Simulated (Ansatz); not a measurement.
# C15N: the cost of one run

Method: DFT PBE, scalar-relativistic, plane waves, PAW, in Ansatz 0.2.0.

5 further runs of the same task are left out: 2 that didn't finish, 3 set aside as unsound or not needed.

### Step 1. The starting structure

The structure is hexagonal, space group P6_3/mmc (No. 194). The conventional cell has a = 2.467 Å, b = 2.467 Å, c = 8.465 Å, α = 90.00°, β = 90.00°, γ = 120.00°. Around C (site symmetry -6m2) lie 3 C at 1.42 Å.

Structure file:

```
C
1.0
     2.46653    0.00000    0.00000
    -1.23327    2.13608    0.00000
     0.00000    0.00000    8.46545
C
4
Direct
  0.00000 0.00000 0.25000
  0.00000 0.00000 0.75000
  0.33333 0.66667 0.25000
  0.66667 0.33333 0.75000
```

It goes back to an entry of the Materials Project.

This cell was relaxed beforehand with the same method: volume 11.15 Å³/atom, gap on the mesh none (metal).

The perfect supercell (rows -2 -2 0; 2 0 0; 0 0 1 in vectors of this cell) was computed beforehand with the same settings: E(σ→0) = -3998.2577 eV for 16 atoms, gap 3.86 eV on its own mesh.

### Step 2. Making the defect

The atom at (0.500, 0.000, 0.250) of the supercell is replaced. The other atoms start on their ideal sites. Its neighbours are 3 C at 1.42 Å.

### Step 3. Relaxation at the host's cell

input.yaml

```yaml
crystal:
  lattice:
    - [-2.4665327966, -4.2721601222, 0.0]
    - [4.9330655932, 0.0, 0.0]
    - [0.0, 0.0, 8.4654490661]
  atoms:
    - { symbol: "N", position: [0.5, 0.0, 0.25] }
    - { symbol: C, position: [0.5, 0.5, 0.25] }
    - { symbol: C, position: [0.0, 0.0, 0.25] }
    - { symbol: C, position: [0.0, 0.5, 0.25] }
    - { symbol: C, position: [0.5, 0.0, 0.75] }
    - { symbol: C, position: [0.5, 0.5, 0.75] }
    - { symbol: C, position: [0.0, 0.0, 0.75] }
    - { symbol: C, position: [0.0, 0.5, 0.75] }
    - { symbol: C, position: [0.1666666667, 0.8333333333, 0.25] }
    - { symbol: C, position: [0.1666666667, 0.3333333333, 0.25] }
    - { symbol: C, position: [0.6666666667, 0.8333333333, 0.25] }
    - { symbol: C, position: [0.6666666667, 0.3333333333, 0.25] }
    - { symbol: C, position: [0.3333333333, 0.1666666667, 0.75] }
    - { symbol: C, position: [0.3333333333, 0.6666666667, 0.75] }
    - { symbol: C, position: [0.8333333333, 0.1666666667, 0.75] }
    - { symbol: C, position: [0.8333333333, 0.6666666667, 0.75] }
basis:
  ecutwfc: 420
  xc_grid: 2
kpoints:
  mp_grid: { grid: [1, 1, 1], shift: [0.0, 0.0, 0.0] }
hamiltonian:
  xc: pbe
scf:
  occupations: { method: gaussian, width: 0.1 }
output:
  forces: true
  stress: false
  eigenvalues: true
relax:
  adjacent_minimum: "off"
  f_tol: 0.025
  max_steps: 45
```

On the command line:

```sh
> ansatz run input.yaml --threads 4 --pin off --max-ram 8192MiB --backend cpu --events-out ev --progress --plain --runs-dir out
```

What time and memory should one allow on 4 threads of AMD EPYC 7R43 (Zen 3), shared host?

About 2.5 s, with a peak of 0.39 GiB.
